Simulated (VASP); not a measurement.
A run of VASP 6.6.1 is set up as follows.

The input INCAR:

```
ALGO     = Fast           # electronic algorithm
EDIFF    = 1E-6           # SCF threshold, eV
EDIFFG   = -0.02          # ionic threshold
ENCUT    = 600            # plane-wave cutoff, eV
GGA      = PS             # functional
IBRION   = 2              # ionic algorithm
ISIF     = 3              # what is computed and relaxed
ISMEAR   = -1             # smearing method
LASPH    = T              # aspherical terms in the spheres
LCHARG   = F              # write CHGCAR
LREAL    = F              # projectors in reciprocal space
LWAVE    = F              # write WAVECAR
NELM     = 100            # most SCF steps
NSW      = 40             # ionic steps
PREC     = Accurate       # precision mode
SIGMA    = 0.05           # smearing width, eV
```

Contents of KPOINTS:

```
k-points
0
Gamma
  10 10 10
```

Contents of POSCAR:

```
In
1.0
   -1.6254700000      1.6254700000      2.4737000000
    1.6254700000     -1.6254700000      2.4737000000
    1.6254700000      1.6254700000     -2.4737000000
In
1
Direct
    0.0000000000      0.0000000000      0.0000000000
```

Potentials or basis: VASP PAW PBE potentials, release 64 (In_d).

Command:

```sh
$ cat potpaw_PBE.64/In_d/POTCAR > POTCAR
$ mpirun -np 1 vasp_std > vasp.out
```

Problem. Predict the band gap on the k mesh.

Solution. None (metal or under the smearing width).

Problem. Predict the space group after relaxing (to 0.05 Å).

Solution. Fm-3m (No. 225).

The path:
```
step  energy change (eV)  largest force (eV/Å)  pressure (GPa)  volume (Å³)
   1              0.0000                0.0000           -1.02        26.14
   2             -0.0074                0.0000            0.14        25.52
   3             -0.0088                0.0000            0.89        25.20
   4             -0.0128                0.0000            0.08        25.46
   5             -0.0131                0.0000            0.00        25.52
   6             -0.0132                0.0000           -0.32        25.63
   7             -0.0132                0.0000            0.12        25.57
   8             -0.0132                0.0000           -0.12        25.60
   9             -0.0132                0.0000           -0.11        25.59
```

Caveat: the PAW data sets were made with another functional, which shifts forces and pressure a little.
